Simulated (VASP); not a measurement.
# CdTe (F-43m) in VASP: settings compared

The runs below take CdTe through single point, with PBE, PBE0.

Program: VASP 6.6.1. These are calculated values, not measurements. Logs are shortened: lines on timing, memory, paths and dates and some standing lists are left out, and cuts for length are marked.

**The experiment to reproduce.**

A printed reference work, data compilation reports, for a bulk crystal of CdTe at 0 K: band gap 1.607 eV.

The runs below are set against these values where they give the same quantity.

## 1. The crystal as given

The structure is cubic, space group F-43m (No. 216). Conventional cell: a = 6.410 Å, b = 6.410 Å, c = 6.410 Å, α = 90.00°, β = 90.00°, γ = 90.00°. Te (site symmetry -43m) has 4 Cd at 2.78 Å as nearest neighbours. Cd (site symmetry -43m) is surrounded by 4 Te at 2.78 Å.

## 2. Single point, PBE

Contents of INCAR:

```
SYSTEM = CdTe
PREC = Accurate
ENCUT = 520
EDIFF = 1E-7
ISMEAR = 0
SIGMA = 0.05
LREAL = .FALSE.
LASPH = .TRUE.
NELM = 100
ALGO = Normal
ISIF = 2
LWAVE = .FALSE.
LCHARG = .FALSE.
GGA = PE
```

Contents of KPOINTS:

```
Automatic mesh
0
G
  7 7 7
  0 0 0
```

Contents of POSCAR:

```
CdTe
4.5326
    0.000000000000      0.707099677889      0.707099677889
    0.707099677889      0.000000000000      0.707099677889
    0.707099677889      0.707099677889      0.000000000000
Te Cd
1 1
Direct
    0.7500000000      0.7500000000      0.7500000000
    0.0000000000      0.0000000000      0.0000000000
```

Potentials or basis: VASP PAW PBE potentials, release 54 (Te, Cd).

The run is started by

```console
$ cat potpaw_PBE.54/Te/POTCAR potpaw_PBE.54/Cd/POTCAR > POTCAR
$ mpirun -np 1 vasp_std > vasp.out
```

OUTCAR:

```text
SYSTEM = CdTe
   PREC = Accurate
   ENCUT = 520
   EDIFF = 1E-7
   ISMEAR = 0
   LREAL = .FALSE.
   LASPH = .TRUE.
   NELM = 100
   ISIF = 2
   GGA = PE

 ion  position               nearest neighbor table
   1  0.750  0.750  0.750-   2 2.78   2 2.78   2 2.78   2 2.78
   2  0.000  0.000  0.000-   1 2.78   1 2.78   1 2.78   1 2.78

  LATTYP: Found a face centered cubic cell.
 ALAT       =     6.4100000000

  Lattice vectors:

 A1 = (   0.0000000000,   3.2050000000,   3.2050000000)
 A2 = (   3.2050000000,   0.0000000000,   3.2050000000)
 A3 = (   3.2050000000,   3.2050000000,   0.0000000000)

Analysis of symmetry for initial positions (statically):
=====================================================================
 Subroutine PRICEL returns:
 Original cell was already a primitive cell.

 Routine SETGRP: Setting up the symmetry group for a
 face centered cubic supercell.

 Subroutine GETGRP returns: Found 24 space group operations
 (whereof 24 operations were pure point group operations)
 out of a pool of 48 trial point group operations.

The static configuration has the point symmetry T_d .

Analysis of symmetry for dynamics (positions and initial velocities):
=====================================================================
 Subroutine PRICEL returns:
 Original cell was already a primitive cell.

 Routine SETGRP: Setting up the symmetry group for a
 face centered cubic supercell.

 Subroutine GETGRP returns: Found 24 space group operations
 (whereof 24 operations were pure point group operations)
 out of a pool of 48 trial point group operations.

The dynamic configuration has the point symmetry T_d .

 Subroutine INISYM returns: Found 24 space group operations
 (whereof 24 operations are pure point group operations),
 and found     1 'primitive' translations

----------------------------------------------------------------------------------------

                                     Primitive cell

  volume of cell :      65.8437

  direct lattice vectors                    reciprocal lattice vectors
     0.000000000  3.205000000  3.205000000    -0.156006240  0.156006240  0.156006240
     3.205000000  0.000000000  3.205000000     0.156006240 -0.156006240  0.156006240
     3.205000000  3.205000000  0.000000000     0.156006240  0.156006240 -0.156006240

  length of vectors
     4.532554467  4.532554467  4.532554467     0.270210734  0.270210734  0.270210734

  position of ions in fractional coordinates (direct lattice)
     0.750000000  0.750000000  0.750000000
     0.000000000  0.000000000  0.000000000

  ion indices of the primitive-cell ions
   primitive index   ion index
                 1           1
                 2           2

----------------------------------------------------------------------------------------

 KPOINTS: Automatic mesh

Automatic generation of k-mesh.
 Grid dimensions read from file:
 generate k-points for:    7    7    7

 Generating k-lattice:

  Cartesian coordinates                     Fractional coordinates (reciprocal lattice)
    -0.022286606  0.022286606  0.022286606     0.142857143  0.000000000  0.000000000
     0.022286606 -0.022286606  0.022286606     0.000000000  0.142857143  0.000000000
     0.022286606  0.022286606 -0.022286606     0.000000000  0.000000000  0.142857143

  Length of vectors
     0.038601533  0.038601533  0.038601533

  Shift w.r.t. Gamma in fractional coordinates (k-lattice)
     0.000000000  0.000000000  0.000000000

 Subroutine IBZKPT returns following result:
 ===========================================

 Found     20 irreducible k-points:

 Following reciprocal coordinates:
            Coordinates               Weight
  0.000000  0.000000  0.000000      1.000000
  0.142857  0.000000  0.000000      8.000000
  0.285714  0.000000  0.000000      8.000000
  0.428571  0.000000  0.000000      8.000000
  0.142857  0.142857  0.000000      6.000000
  0.285714  0.142857  0.000000     24.000000
[... 12 lines left out ...]
 -0.428571  0.428571  0.142857     24.000000
 -0.285714  0.428571  0.142857     24.000000
   k-points           NKPTS =     20   k-points in BZ     NKDIM =     20   number of bands    NBANDS=     13
   number of dos      NEDOS =    301   number of ions     NIONS =      2
   total plane-waves  NPLWV =  46656
   dimension x,y,z NGX =    36 NGY =   36 NGZ =   36
   dimension x,y,z NGXF=    72 NGYF=   72 NGZF=   72
   ions per type =               1   1
   NGX,Y,Z   is equivalent  to a cutoff of  13.20, 13.20, 13.20 a.u.
   NGXF,Y,Z  is equivalent  to a cutoff of  26.41, 26.41, 26.41 a.u.
 SYSTEM =  CdTe
   PREC   = accura    normal or accurate (medium, high low for compatibility)
   ISTART =      0    job   : 0-new  1-cont  2-samecut
   ICHARG =      2    charge: 1-file 2-atom 10-const
   ISPIN  =      1    spin polarized calculation?
   LNONCOLLINEAR =      F non collinear calculations
   LSORBIT =      F    spin-orbit coupling
   LASPH  =      T    aspherical Exc in radial PAW
   ENCUT  =  520.0 eV  38.22 Ry    6.18 a.u.   8.43  8.43  8.43*2*pi/ulx,y,z
   NELM   =    100;   NELMIN=  2; NELMDL= -5     # of ELM steps
   EDIFF  = 0.1E-06   stopping-criterion for ELM
   LREAL  =      F    real-space projection
   EDIFFG = 0.1E-05   stopping-criterion for IOM
   NSW    =      0    number of steps for IOM
   IBRION =     -1    ionic relax: 0-MD 1-quasi-New 2-CG
   NFREE  =      0    steps in history (QN), initial steepest desc. (CG)
   ISIF   =      2    stress and relaxation
   ISYM   =      2    0-nonsym 1-usesym 2-fastsym
   POTIM  = 0.5000    time-step for ionic-motion
   TEBEG  =    0.0;   TEEND  =   0.0 temperature during run
   PSTRESS=    0.0 pullay stress
   NELECT =      18.0000    total number of electrons
   NUPDOWN=      -1.0000    fix difference up-down
   EMIN   =  10.00;   EMAX   =-10.00  energy-range for DOS
   EFERMI =   0.00;   METHOD = LEGACY
   ISMEAR =     0;   SIGMA  =   0.05  broadening in eV -4-tet -1-fermi 0-gaus
   EFERMI_NEDOS =   21; number of points for ismear=-14 and -15
   IALGO  =     38    algorithm
   IMIX   =      4    mixing-type and parameters
     AMIX     =   0.40;   BMIX     =  1.00
     AMIX_MAG =   1.60;   BMIX_MAG =  1.00
  volume/ion in A,a.u.               =      32.92       222.17
  Fermi-wavevector in a.u.,A,eV,Ry     =   1.062497  2.007828 15.359610  1.128899
  Thomas-Fermi vector in A             =   2.197950
   LORBIT       =      0    0 simple, 1 ext, 2 COOP (PROOUT), +10 PAW based schemes
   GGA     = PE    functional components
   LHFCALC =     F    Hartree Fock is set to
   AEXX    =    0.0000 exact exchange contribution
   IVDW    =     0    specifies the selected vdW correction
   LEPSILON=     F    determine dielectric tensor
   LRPA    =     F    only Hartree local field effects (RPA)
 non-spin polarized calculation
 Gauss-broadening in eV      SIGMA  =   0.05
  energy-cutoff  :      520.00
  volume of cell :       65.84
 maximum number of plane-waves:      1807
 NGX is ok and might be reduce to    36
   NGX = 17   NGY = 17   NGZ = 17

 number of electron      17.9999995 magnetization

 Free energy of the ion-electron system (eV)
  ---------------------------------------------------
  ext. energy  EPLUGINS =         0.00000000
  ---------------------------------------------------
  free energy    TOTEN  =        -4.72525168 eV

  energy without entropy =       -4.72525168  energy(sigma->0) =       -4.72525168

 E-fermi :   2.8643     XC(G=0):  -8.7314

 val. band max:        2.6556416982   @ k =   0.0000   0.0000   0.0000
 cond. band min:       3.5285821835   @ k =   0.0000   0.0000   0.0000
 fundamental gap:      0.8729404853
 Fermi energy:         2.8643434668

 k-point     1 :       0.0000    0.0000    0.0000
  band No.  band energies     occupation
      1      -8.7127      2.00000
      2      -5.7524      2.00000
      3      -5.7524      2.00000
      4      -5.7524      2.00000
      5      -5.4666      2.00000
      6      -5.4666      2.00000
      7       2.6556      2.00000
      8       2.6556      2.00000
      9       2.6556      2.00000
     10       3.5286      0.00000
     11       7.2318      0.00000
     12       7.2318      0.00000
     13       7.2318      0.00000

 k-point     2 :       0.1429    0.0000    0.0000
  band No.  band energies     occupation
      1      -8.6319      2.00000
      2      -5.7368      2.00000
      3      -5.7368      2.00000
      4      -5.6900      2.00000
      5      -5.4678      2.00000
      6      -5.4678      2.00000
      7       1.1794      2.00000
      8       2.4683      2.00000
      9       2.4683      2.00000
     10       4.4954      0.00000
     11       7.2926      0.00000
     12       7.5095      0.00000
     13       7.5095      0.00000

 k-point     3 :       0.2857    0.0000    0.0000
  band No.  band energies     occupation
      1      -8.4495      2.00000
      2      -5.7055      2.00000
      3      -5.7055      2.00000
      4      -5.4733      2.00000
      5      -5.4660      2.00000
      6      -5.4660      2.00000
      7      -0.5688      2.00000
      8       2.1097      2.00000
      9       2.1097      2.00000
     10       4.6771      0.00000
     11       7.8496      0.00000
     12       7.8496      0.00000
     13       8.4839      0.00000
[... 241 lines left out ...]
 k-point    19 :      -0.4286    0.4286    0.1429
  band No.  band energies     occupation
      1      -8.1769      2.00000
      2      -5.6130      2.00000
      3      -5.6095      2.00000
      4      -5.5289      2.00000
      5      -5.4477      2.00000
      6      -4.9434      2.00000
      7      -1.6305      2.00000
      8       0.3638      2.00000
      9       0.6465      2.00000
     10       6.1341      0.00000
     11       6.2580      0.00000
     12       9.0663      0.00000
     13      10.7397      0.00000

 k-point    20 :      -0.2857    0.4286    0.1429
  band No.  band energies     occupation
      1      -8.1666      2.00000
      2      -5.6272      2.00000
      3      -5.6110      2.00000
      4      -5.5016      2.00000
      5      -5.4636      2.00000
      6      -4.8687      2.00000
      7      -1.6806      2.00000
      8      -0.0075      2.00000
      9       0.7217      2.00000
     10       6.3715      0.00000
     11       7.5129      0.00000
     12       8.6095      0.00000
     13       9.3878      0.00000

------------------------ aborting loop because EDIFF is reached ----------------------------------------

  FORCE on cell =-STRESS in cart. coord.  units (eV):
  Direction    XX          YY          ZZ          XY          YZ          ZX
  --------------------------------------------------------------------------------------
  -------------------------------------------------------------------------------------
  Total        1.8059701      1.8059701      1.8059701      0.0000000      0.0000000      0.0000000
  in kB       43.9447532     43.9447532     43.9447532      0.0000000      0.0000000      0.0000000
  external PRESSURE =      43.9447532 kB  Pullay stress =       0.0000000 kB

 VOLUME and BASIS-vectors are now :
 -----------------------------------------------------------------------------
  energy-cutoff  :      520.00
  volume of cell :       65.84
      direct lattice vectors                 reciprocal lattice vectors
     0.000000000  3.205000000  3.205000000    -0.156006240  0.156006240  0.156006240
     3.205000000  0.000000000  3.205000000     0.156006240 -0.156006240  0.156006240
     3.205000000  3.205000000  0.000000000     0.156006240  0.156006240 -0.156006240

 POSITION                                       TOTAL-FORCE (eV/Angst)
 -----------------------------------------------------------------------------------
      4.80750      4.80750      4.80750         0.000000      0.000000      0.000000
      0.00000      0.00000      0.00000        -0.000000     -0.000000     -0.000000
 -----------------------------------------------------------------------------------
    total drift:                                0.000000      0.000000      0.000000

  FREE ENERGIE OF THE ION-ELECTRON SYSTEM (eV)
  ---------------------------------------------------
  free  energy   TOTEN  =        -4.7252516751 eV

  energy  without entropy=       -4.7252516751  energy(sigma->0) =       -4.72525168
```

Wall time 14 s (1 thread of AMD EPYC 9R45 (Zen 5), shared host); peak memory 0.18 GiB.

Results:

```
Free energy            : -4.7253 eV
Pressure               : 4.4 GPa
Band gap on the k mesh : 0.87 eV, direct
```

Caveat: spin-orbit coupling is left out, which moves the levels of the heavy elements.

## 3. Single point, PBE

Contents of run.py:

```python
from ase.calculators.vasp import Vasp
from ase.dft.bandgap import bandgap
from ase.spacegroup import crystal

atoms = crystal(
    ['Te', 'Cd'],
    basis=[[0.25, 0.25, 0.25], [0.0, 0.0, 0.0]],
    spacegroup=216,
    setting=1,
    cellpar=[6.41, 6.41, 6.41, 90.0, 90.0, 90.0],
    primitive_cell=True,
)
calc = Vasp(
    directory='calc',
    xc='pbe',
    pp='PBE',
    setups='recommended',
    pp_version='54',
    prec='Accurate',
    encut=520,
    ediff=1e-06,
    ismear=0,
    sigma=0.05,
    lreal=False,
    lasph=True,
    nelm=60,
    algo='Fast',
    isif=2,
    lwave=False,
    lcharg=True,
    lelf=True,
    lvhar=True,
    kpts=[7, 7, 7],
    gamma=True,
)
atoms.calc = calc

print('energy (eV):', atoms.get_potential_energy())
print('free energy (eV):', atoms.get_potential_energy(force_consistent=True))
print('forces (eV/A):')
print(atoms.get_forces())
print('stress (eV/A^3, Voigt):', atoms.get_stress())
print('Fermi level (eV):', calc.get_fermi_level())
gap, top, bottom = bandgap(calc)
print('band gap (eV):', gap, 'from (spin, k, band)', top, 'to', bottom)
```

Potentials or basis: VASP PAW PBE potentials, release 54 (Te, Cd).

The run is started by

```console
$ python run.py
```

Wall time 14 s (1 thread of AMD EPYC 9R45 (Zen 5), shared host); peak memory 0.17 GiB.

Results (log left out):

* Free energy: -4.7253 eV
* Pressure: 4.4 GPa
* Band gap on the k mesh: 0.87 eV, direct

Levels at points of the mesh, in eV from the valence-band top:
| k point | band 5 | band 6 | band 7 | band 8 | band 9 | band 10 | band 11 | band 12 | band 13 |
| --- | --- | --- | --- | --- | --- | --- | --- | --- | --- |
| (0.00, 0.00, 0.00) | -8.12 | -8.12 | 0.00 | 0.00 | 0.00 | 0.87 | 4.58 | 4.58 | 4.58 |

Caveat: spin-orbit coupling is left out, which moves the levels of the heavy elements.

## 4. Single point, PBE0

Contents of POSCAR:

```
CdTe
1.0
    0.0000000000      3.2050000000      3.2050000000
    3.2050000000      0.0000000000      3.2050000000
    3.2050000000      3.2050000000      0.0000000000
Te Cd
1 1
Direct
    0.7500000000      0.7500000000      0.7500000000
    0.0000000000      0.0000000000      0.0000000000
```

Contents of INCAR.step1:

```
SYSTEM = CdTe
ALGO     = Normal         ! electronic algorithm
EDIFF    = 1E-5           ! SCF threshold, eV
ENCUT    = 400            ! plane-wave cutoff, eV
GGA      = PE             ! functional
ISIF     = 2              ! what is computed and relaxed
ISMEAR   = 0              ! smearing method
LASPH    = .True.         ! aspherical terms in the spheres
LCHARG   = .False.        ! write CHGCAR
LREAL    = .False.        ! projectors in reciprocal space
LWAVE    = .True.         ! write WAVECAR
NBANDS   = 17             ! bands
NELM     = 100            ! most SCF steps
NKRED    = 1            
PREC     = Accurate       ! precision mode
SIGMA    = 0.01           ! smearing width, eV
```

Contents of INCAR.step2:

```
SYSTEM = CdTe
AEXX     = 0.25           ! exact-exchange fraction
ALGO     = Normal         ! electronic algorithm
EDIFF    = 1E-6           ! SCF threshold, eV
ENCUT    = 400            ! plane-wave cutoff, eV
GGA      = PE             ! functional
ISIF     = 2              ! what is computed and relaxed
ISMEAR   = 0              ! smearing method
ISTART   = 1            
LASPH    = .True.         ! aspherical terms in the spheres
LCHARG   = .False.        ! write CHGCAR
LHFCALC  = .True.         ! exact exchange
LREAL    = .False.        ! projectors in reciprocal space
LWAVE    = .False.        ! write WAVECAR
NBANDS   = 17             ! bands
NELM     = 100            ! most SCF steps
NKRED    = 1            
PREC     = Accurate       ! precision mode
PRECFOCK = Fast         
SIGMA    = 0.01           ! smearing width, eV
```

Contents of KPOINTS:

```
k-points
0
Gamma
  6 6 6
  0 0 0
```

Potentials or basis: VASP PAW PBE potentials, release 64 (Te, Cd).

The run is started by

```console
$ cat potpaw_PBE.64/Te/POTCAR potpaw_PBE.64/Cd/POTCAR > POTCAR
$ cp INCAR.step1 INCAR
$ mpirun -np 1 vasp_std > vasp.out
$ cp INCAR.step2 INCAR
$ mpirun -np 1 vasp_std > vasp.out
```

Run time: 15 min. Hardware: 1 thread of Intel Xeon Platinum 8488C (Sapphire Rapids), shared host; peak memory 0.18 GiB.

The run converged, but some of its settings lie outside the range that counts as converged, so its numbers aren't taken as properties of the crystal.

What came out:

- Free energy: -6.5339 eV
- Pressure: 2.8 GPa
- Band gap on the k mesh: 2.27 eV, direct

Caveat: the PAW data sets were made with another functional, which shifts forces and pressure a little; spin-orbit coupling is left out, which moves the levels of the heavy elements.

## 5. The reference run

An earlier run on the cell as given: functional PBEsol; potentials or basis VASP PAW PBE potentials, release 64 (Te, Cd); cutoff 520 eV; k mesh 7 × 7 × 7; occupations fermi-dirac, width 0.05 eV; no spin polarisation.

- Pressure: 1.9 GPa
- Band gap on the k mesh: 0.76 eV, direct

## 6. Comparison with measurements

Step 2. Measured gap of CdTe: 1.607 eV (0 K; a printed reference work, data compilation). This calculation gives 0.87 eV (-0.73 eV). Spin-orbit coupling on Cd, Te is left out. The value is that of PBE, without temperature or zero-point motion. Semilocal functionals fall short of measured gaps as a rule.

Step 3. Measured gap of CdTe: 1.607 eV (0 K; a printed reference work, data compilation). This calculation gives 0.87 eV (-0.73 eV). Spin-orbit coupling on Cd, Te is left out. The value is that of PBE, without temperature or zero-point motion. Semilocal functionals fall short of measured gaps as a rule.
